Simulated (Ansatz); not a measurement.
# InSe (C2/m) in Ansatz: reference runs

Reference runs on InSe: the cell as given and a disturbed copy.

All numbers are computed with Ansatz 0.2.0; they aren't measurements. Logs are shortened: lines on timing, memory, paths and dates and some standing lists are left out, and cuts for length are marked.

## (1) The structure

The structure is monoclinic, space group C2/m (No. 12). The conventional cell has a = 11.653 Å, b = 4.109 Å, c = 5.073 Å, α = 90.00°, β = 109.86°, γ = 90.00°. In (site symmetry m) is surrounded by 3 Se at 2.68 to 2.69 Å and 1 In at 2.80 Å. Around Se (site symmetry m) lie 3 In at 2.68 to 2.69 Å.

The cell comes from a database or a generator and needn't be the stable form of this composition.

## (2) Single point, PBEsol

Input file input.yaml:

```yaml
crystal:
  lattice:
    - [5.8263928781, -2.054648955, 0.0]
    - [5.8263928781, 2.054648955, 0.0]
    - [-1.723233014, 0.0, 4.7713478577]
  atoms:
    - { symbol: In, position: [0.88820325, 0.88820325, 0.04684136] }
    - { symbol: In, position: [0.11179675, 0.11179675, 0.95315864] }
    - { symbol: Se, position: [0.66092759, 0.66092759, 0.66895562] }
    - { symbol: Se, position: [0.33907241, 0.33907241, 0.33104438] }
kpoints:
  mp_grid: { grid: [7, 7, 6] }
scf:
  occupations: { method: fermi_dirac, width: 0.05 }
hamiltonian:
  xc: pbesol
  pseudopotentials: { kind: all_electron, lapw: { basis_error: 0.001 } }
output:
  forces: true
  stress: true
  eigenvalues: true
  populations: true
```

Potentials or basis: all-electron LAPW, scalar-relativistic.

On the command line:

```bash
ansatz run input.yaml --threads 2 --pin off --max-ram 8192MiB --backend cpu --events-out ev --progress --plain --runs-dir out
```

The program printed:

```text
Warning: RAYON_NUM_THREADS=2 ignored (pool sized by the plan → 2); use --threads N
In: projections on atomic orbitals take those of the free atom 1s2 2s2 2p6 3s2 3p6 3d10 4s2 4p6 4d10 5s2 5p1, of charge +0.00 (hamiltonian.pseudopotentials.projection_atoms)
Se: projections on atomic orbitals take those of the free atom 1s2 2s2 2p6 3s2 3p6 3d10 4s2 4p4, of charge +0.00 (hamiltonian.pseudopotentials.projection_atoms)
LAPW: plane waves up to 8.272 Å⁻¹, error target 1.0e-3 eV per atom; small_component_spin mean_spin; Se in spheres of 1.286 Å, 24 of its electrons in bands, Dirac shells []; In in spheres of 1.395 Å, 21 of its electrons in bands, Dirac shells [] (how accurate: hamiltonian.pseudopotentials.lapw.basis_error, Limitations)
Engine: ansatz 0.2.0, x86_64-unknown-linux-gnu
Pseudopotentials: kind: all_electron
Pseudopotential: In, LAPW, valence charge 21, lapw/all_electron/scalar/gaussian/In, Koelling and Harmon's equation, gaussian nucleus
Pseudopotential: Se, LAPW, valence charge 24, lapw/all_electron/scalar/gaussian/Se, Koelling and Harmon's equation, gaussian nucleus
Functional definition: PBEsol
  exchange = pbesol_x
  correlation = pbesol_c
Crystal: 4 atoms, lattice volume = 114.237 Å³
Basis set: ecut = 260.680995793837 eV, 1115 PW (Γ), FFT grids on a1−a2, a2, a3, exchange–correlation at level 2
Bands: 54, of which v1, the nominal top of the filled ones, is band 45 counted from 1 (44 counted from 0)
Symmetry: 4 space group operations
Space group: C2/m (ITA 12), of the structure as read, at distance tolerance 4.9e-5 Å
k-points: 88 of 294
Non-local potential: In, projectors of the file, none
Non-local potential: Se, projectors of the file, none
Initial density: superposition of atomic densities (chi_scale 0.1, normalization cell, long waves kept (reshape's long-wave potential 0.05 eV rms))
Initial wavefunctions: plane waves of lowest kinetic energy (no species holds an atomic orbital)
Functional: x = pbesol(κ = 0.804, μ = 0.12345679012345678), c = pbesol(β = 0.046)
iter 1 solved again at ethr=1.54e-3 eV; its pass at ethr=1.00e-1 eV (dr2=1.39e0 eV) is discarded
SCF iter   1: F=—  HF=-452111.052604 eV  |F-HF|=—  |Δ(HF+E_count)|=         —  Δρ=2.49e-2  dr2=1.39e0  ethr=1.54e-3  ⟨swp⟩=2.0  Hψ=29979  notcnv=0
preconditioner: auto → Resta (q_TF=auto, 2.622 Å⁻¹)  ε∞=3.1  [insulator: Δε(μ)=1.317 eV  Ē_g=14.720 eV  σ=0.050 eV  W_gap=1.00  n_scr=34 (ndim 8)  ℏωp=21.4 eV  f_vac=0.121  D(μ)=0.00/eV (n_scr^D=0)  ε∞_Penn≈3.1]
SCF iter   2: F=—  HF=-452110.616577 eV  |F-HF|=—  |Δ(HF+E_count)|=   4.36e-1  Δρ=1.14e-2  dr2=2.19e-1  ethr=1.54e-3  ⟨swp⟩=2.4  Hψ=14560  notcnv=0
SCF iter   3: F=—  HF=-452110.577638 eV  |F-HF|=—  |Δ(HF+E_count)|=   3.89e-2  Δρ=5.60e-3  dr2=5.47e-2  ethr=2.44e-4  ⟨swp⟩=2.0  Hψ=14053  notcnv=0
iter 4 solved again at ethr=2.81e-6 eV; its pass at ethr=6.08e-5 eV (dr2=2.53e-3 eV) is discarded
SCF iter   4: F=—  HF=-452110.573205 eV  |F-HF|=—  |Δ(HF+E_count)|=         —  Δρ=1.26e-3  dr2=2.52e-3  ethr=2.81e-6  ⟨swp⟩=2.0  Hψ=23717  notcnv=0
the basis was enlarged: its passes take 504.1 KiB over the memory plan, 2 of 2 planned eigensolver slots
SCF iter   5: F=—  HF=-452110.572358 eV  |F-HF|=—  |Δ(HF+E_count)|=   8.47e-4  Δρ=3.56e-4  dr2=2.00e-4  ethr=2.80e-6  ⟨swp⟩=2.0  Hψ=13731  notcnv=0
SCF iter   6: F=—  HF=-452110.572518 eV  |F-HF|=—  |Δ(HF+E_count)|=   1.60e-4  Δρ=9.62e-5  dr2=1.39e-5  ethr=2.23e-7  ⟨swp⟩=3.0  Hψ=14275  notcnv=0
SCF iter   7: F=—  HF=-452110.572532 eV  |F-HF|=—  |Δ(HF+E_count)|=   1.44e-5  Δρ=4.48e-5  dr2=3.86e-6  ethr=1.55e-8  ⟨swp⟩=3.0  Hψ=14268  notcnv=0
SCF iter   8: F=—  HF=-452110.572534 eV  |F-HF|=—  |Δ(HF+E_count)|=   1.38e-6  Δρ=1.48e-5  dr2=4.15e-7  ethr=4.28e-9  ⟨swp⟩=3.0  Hψ=14303  notcnv=0
SCF iter   9: F=-452110.572534 eV  HF=-452110.572534 eV  |F-HF|=4.13e-9  |Δ(HF+E_count)|=   3.76e-7  Δρ=4.54e-6  dr2=3.65e-8  ethr=4.62e-10  ⟨swp⟩=3.0  Hψ=14313  notcnv=0
SCF 1 converged in 9 iterations: F = -452110.572534 eV  dr2 = 3.65e-8
SCF converged after 9 iterations
Free energy (F): -452110.572534 eV
Harris-Foulkes:  -452110.572534 eV  (|F-HF|=4.13e-9)
Internal energy: -452110.572534 eV  (E = F + TS)
E sigma→0 (E₀):  -452110.572534 eV
Entropy (-TS):   -0.000000 eV (-0.000 meV/atom)
Fermi energy:    9.368566 eV
--- Per-component energies (eV) ---
  E_band       = -4443.491771
  E_kinetic    = 471075.081659
  E_xc         = -13258.895707
  E_electrostatic = -909926.758485  (all electrons and nuclei)
  E_smearing   = -0.000000  (= −TS)
  E_closure    = 0.000000  (closes the sum)
  E_atoms      = -452095.124779  (free atoms, spherical and without spin; not in F)
  Σ components = -452110.572534   (vs F -452110.572534, Δ=0.00e0)
  Basis errors (estimates in eV, not in F): energy 4.6e-4 per atom: plane waves 4.2e-4 (2.4e-4 summed), levels above the bands 3.7e-70, relativity 4.2e-8, radial functions 4.2e-5, core shells 1.5e-7; eigenvalues (radial functions only) 1.0e-6; not estimated: angular momenta, meshes, grids; target (lapw.basis_error) 1.0e-3; muffin-tin radii Se 1.286 Å, In 1.395 Å
--- Forces (eV/Å), atoms counted from 1 ---
  atom   1  In    -0.03035252    -0.00000000    -0.00775366
  atom   2  In     0.03035252     0.00000000     0.00775366
  atom   3  Se     0.01139037    -0.00000000    -0.06591817
  atom   4  Se    -0.01139037     0.00000000     0.06591817
  max |Σ_I F_I| component: 1.73e-18 eV/Å
--- Stress (GPa, compression-positive) ---
       -1.431978       0.000000       0.004398
        0.000000      -1.101294       0.000000
        0.004398       0.000000      -0.910049
  P = ⅓ Tr σ = -1.1478 GPa (-11.478 kbar)
--- Band table (eV; the first three rows and the last of 88) ---
  k-point 0: bands = ["-198.1181", "-198.1181", "-137.7961", "-137.7961", "-137.7917", "-137.7917", "-137.7590", "-137.7590", "-106.0294", "-106.0279", "-64.5747", "-64.5733", "-64.5613", "-64.5598", "-64.5399", "-64.5172", "-38.2332", "-38.2329", "-38.2328", "-38.2326", "-38.2084", "-38.2080", "-38.2067", "-38.2064", "-38.1967", "-38.1967", "-5.6319", "-5.5194", "-5.3278", "-5.2922", "-5.2541", "-5.2508", "-5.2036", "-5.1635", "-5.1334", "-4.9811", "-4.3469", "-2.6739", "4.1070", "4.9993", "5.1065", "6.5700", "6.8465", "7.4625", "7.6861", "11.4796", "11.7669", "12.3939", "13.6315", "14.2464", "14.2705", "15.5234", "17.0190", "18.2374"]
  k-point 1: bands = ["-198.1181", "-198.1181", "-137.7961", "-137.7961", "-137.7917", "-137.7917", "-137.7590", "-137.7590", "-106.0294", "-106.0279", "-64.5747", "-64.5733", "-64.5613", "-64.5598", "-64.5399", "-64.5172", "-38.2332", "-38.2329", "-38.2328", "-38.2326", "-38.2084", "-38.2080", "-38.2067", "-38.2064", "-38.1967", "-38.1967", "-5.6364", "-5.5185", "-5.3283", "-5.2910", "-5.2540", "-5.2525", "-5.2029", "-5.1632", "-5.1330", "-4.9836", "-4.2509", "-2.7820", "3.8334", "4.7014", "5.3929", "6.8892", "6.9139", "7.7143", "7.8845", "10.9207", "11.1742", "12.8425", "13.2775", "14.1997", "15.0960", "15.7084", "16.7746", "17.2192"]
  k-point 2: bands = ["-198.1181", "-198.1181", "-137.7961", "-137.7961", "-137.7917", "-137.7917", "-137.7590", "-137.7590", "-106.0294", "-106.0279", "-64.5747", "-64.5733", "-64.5613", "-64.5598", "-64.5399", "-64.5172", "-38.2332", "-38.2329", "-38.2328", "-38.2326", "-38.2084", "-38.2081", "-38.2066", "-38.2064", "-38.1968", "-38.1967", "-5.6443", "-5.5170", "-5.3294", "-5.2882", "-5.2558", "-5.2535", "-5.2017", "-5.1628", "-5.1326", "-4.9886", "-4.0011", "-3.0569", "3.4217", "4.3227", "6.0281", "6.9894", "7.5099", "7.7537", "8.2949", "10.2694", "10.5787", "12.8392", "12.8749", "14.8374", "15.3202", "15.4095", "16.7299", "17.5538"]
  k-point 87: bands = ["-198.1181", "-198.1181", "-137.7961", "-137.7961", "-137.7917", "-137.7917", "-137.7590", "-137.7590", "-106.0294", "-106.0279", "-64.5747", "-64.5734", "-64.5616", "-64.5597", "-64.5395", "-64.5176", "-38.2332", "-38.2329", "-38.2328", "-38.2325", "-38.2082", "-38.2082", "-38.2066", "-38.2065", "-38.1967", "-38.1967", "-5.6159", "-5.4846", "-5.3855", "-5.3723", "-5.3177", "-5.2403", "-5.2168", "-5.1555", "-5.0820", "-4.9728", "-3.8173", "-2.8979", "2.8647", "3.9928", "5.9502", "6.1749", "7.6357", "8.2420", "8.5069", "10.8215", "12.3558", "12.4418", "13.1156", "14.4654", "14.6413", "15.5729", "16.8102", "17.0166"]
--- Löwdin populations: 4 sites ---
  site symbol       q [e]
     0     In     48.7848
     1     In     48.7848
     2     Se     34.1655
     3     Se     34.1655
  spilling = 0.000598 (of n_electrons = 166.000000)
```

Run time: 41 s. Hardware: 2 threads of Intel Xeon Platinum 8488C (Sapphire Rapids), shared host; peak memory 1 GiB.

Results:

* Free energy: -452110.5725 eV
* Pressure: -1.1 GPa
* Largest force: 0.067 eV/Å
* Band gap on the k mesh: 1.08 eV, indirect (least direct gap 1.16 eV)
* Loewdin charges: In +0.22; Se -0.17 e

Forces on the atoms (eV/Å):
```
In  -0.030  0.000 -0.008
In   0.030  0.000  0.008
Se   0.011  0.000 -0.066
Se  -0.011  0.000  0.066
```

Caveat: spin-orbit coupling is left out, which moves the levels of the heavy elements; an odd mesh through Γ misses points on the zone boundary, where band edges often lie.

## (3) Single point, PBEsol (atoms moved at random, drawn with an rms of 0.05 Å)

Input file input.yaml:

```yaml
crystal:
  lattice:
    - [5.8263928781, -2.054648955, 0.0]
    - [5.8263928781, 2.054648955, 0.0]
    - [-1.723233014, 0.0, 4.7713478577]
  atoms:
    - { symbol: In, position: [0.887245, 0.892199, 0.048336] }
    - { symbol: In, position: [0.114147, 0.116905, 0.949262] }
    - { symbol: Se, position: [0.654273, 0.664, 0.672048] }
    - { symbol: Se, position: [0.3481, 0.337403, 0.336818] }
kpoints:
  mp_grid: { grid: [7, 7, 6] }
scf:
  occupations: { method: fermi_dirac, width: 0.05 }
hamiltonian:
  xc: pbesol
  pseudopotentials: { kind: all_electron, lapw: { basis_error: 0.001 } }
output:
  forces: true
  stress: true
  eigenvalues: true
  populations: true
```

Potentials or basis: all-electron LAPW, scalar-relativistic.

On the command line:

```bash
ansatz run input.yaml --threads 2 --pin off --max-ram 8192MiB --backend cpu --events-out ev --progress --plain --runs-dir out
```

Run time: 2.2 min. Hardware: 2 threads of Intel Xeon Platinum 8488C (Sapphire Rapids), shared host; peak memory 1.4 GiB.

It converged, with:

```
Free energy            : -452110.5500 eV
Pressure               : -0.9 GPa
Largest force          : 0.480 eV/Å
Band gap on the k mesh : 0.96 eV, indirect (least direct gap 1.09 eV)
Loewdin charges        : In +0.21; Se -0.16, -0.17 e
```

Forces in eV/Å, atoms in the order of the input:
```
In   0.136 -0.114 -0.044
In  -0.333  0.062  0.340
Se   0.330 -0.117 -0.244
Se  -0.133  0.170 -0.052
```

Stress tensor (GPa, compression positive):
```
-1.70 -0.25 -0.55
-0.25 -0.30  0.53
-0.55  0.53 -0.77
```

Levels at points of the mesh, in eV from the valence-band top:
| k point | band 42 | band 43 | band 44 | band 45 | band 46 | band 47 | band 48 | band 49 |
| --- | --- | --- | --- | --- | --- | --- | --- | --- |
| (0.00, 0.00, 0.00) | -2.20 | -2.05 | -1.41 | -1.27 | 2.56 | 2.87 | 3.47 | 4.92 |
| (0.00, 0.00, -0.50) | -1.90 | -1.55 | -1.14 | -0.34 | 0.96 | 2.07 | 3.38 | 3.93 |

Caveat: spin-orbit coupling is left out, which moves the levels of the heavy elements; an odd mesh through Γ misses points on the zone boundary, where band edges often lie.
